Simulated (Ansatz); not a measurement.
Input, command and steps of an Ansatz relaxation.

```yaml
crystal:
  lattice:
    - [4.1440791751, 0.0, 0.0]
    - [0.0, 4.1440791751, 0.0]
    - [0.0, 0.0, 4.1440791751]
  atoms:
    - { symbol: Zr, position: [0.0, 0.5, 0.5] }
    - { symbol: Zr, position: [0.5, 0.0, 0.5] }
    - { symbol: Zr, position: [0.5, 0.5, 0.0] }
    - { symbol: O, position: [0.0, 0.0, 0.0] }
basis:
  ecutwfc: 420
kpoints:
  mp_grid: { grid: [4, 4, 4] }
hamiltonian:
  xc: pbe
scf:
  occupations: { method: gaussian, width: 0.1 }
  lower_state_search: "off"
output:
  forces: true
  stress: true
  eigenvalues: true
relax:
  adjacent_minimum: "off"
  f_tol: 0.04
  max_steps: 70
  cell: { stress_tol: 0.4 }
```

```bash
ansatz run input.yaml --threads 1 --pin off --max-ram 2560MiB --backend cpu --events-out ev --progress --plain --runs-dir out
```

Method: DFT PBE, scalar-relativistic, plane waves, PAW in Ansatz 0.2.0.

Of 4 frames 4 are shown, positions in Å and forces in eV/Å; the SCF threshold varies from step to step. Steps run on the plane waves of an earlier cell, with a Pulay correction in the pressure. The basis is chosen afresh for the last frame, the zero of the energies, and at times for earlier ones too; energy and pressure step there, also at an unchanged geometry. The mark taken_back stands on steps that the optimiser undid.

```xyz
4
Lattice="4.1441 0.0000 0.0000 0.0000 4.1441 0.0000 0.0000 0.0000 4.1441" Properties=species:S:1:pos:R:3:forces:R:3 pbc="T T T" step=1 free_energy_over_end_meV_per_atom=9.26 pressure_GPa=4.06
Zr    0.0000    2.0720    2.0720    0.0000    0.0000    0.0000
Zr    2.0720    0.0000    2.0720    0.0000    0.0000    0.0000
Zr    2.0720    2.0720    0.0000    0.0000    0.0000    0.0000
O     0.0000    0.0000    0.0000    0.0000    0.0000    0.0000
4
Lattice="4.3078 0.0000 0.0000 0.0000 4.3078 0.0000 0.0000 0.0000 4.3078" Properties=species:S:1:pos:R:3:forces:R:3 pbc="T T T" step=2 free_energy_over_end_meV_per_atom=31.81 pressure_GPa=-6.05 taken_back
Zr    0.0000    2.1539    2.1539    0.0000    0.0000    0.0000
Zr    2.1539    0.0000    2.1539    0.0000    0.0000    0.0000
Zr    2.1539    2.1539    0.0000    0.0000    0.0000    0.0000
O     0.0000    0.0000    0.0000    0.0000    0.0000    0.0000
4
Lattice="4.2068 0.0000 0.0000 0.0000 4.2068 0.0000 0.0000 0.0000 4.2068" Properties=species:S:1:pos:R:3:forces:R:3 pbc="T T T" step=3 free_energy_over_end_meV_per_atom=1.26 pressure_GPa=-0.39
Zr    0.0000    2.1034    2.1034    0.0000    0.0000    0.0000
Zr    2.1034    0.0000    2.1034    0.0000    0.0000    0.0000
Zr    2.1034    2.1034    0.0000    0.0000    0.0000    0.0000
O     0.0000    0.0000    0.0000    0.0000    0.0000    0.0000
4
Lattice="4.2068 0.0000 0.0000 0.0000 4.2068 0.0000 0.0000 0.0000 4.2068" Properties=species:S:1:pos:R:3:forces:R:3 pbc="T T T" step=4 free_energy_over_end_meV_per_atom=0.00 pressure_GPa=-0.28
Zr    0.0000    2.1034    2.1034    0.0000    0.0000    0.0000
Zr    2.1034    0.0000    2.1034    0.0000    0.0000    0.0000
Zr    2.1034    2.1034    0.0000    0.0000    0.0000    0.0000
O     0.0000    0.0000    0.0000    0.0000    0.0000    0.0000
```

The start puts this composition into another compound's structure type, which needn't suit it. At the end the space group is Pm-3m (tolerance 0.05 Å).

The run took 5 s on 1 thread of Arm Neoverse V2, on a shared host, peak memory 0.32 GiB.

The k mesh is coarse.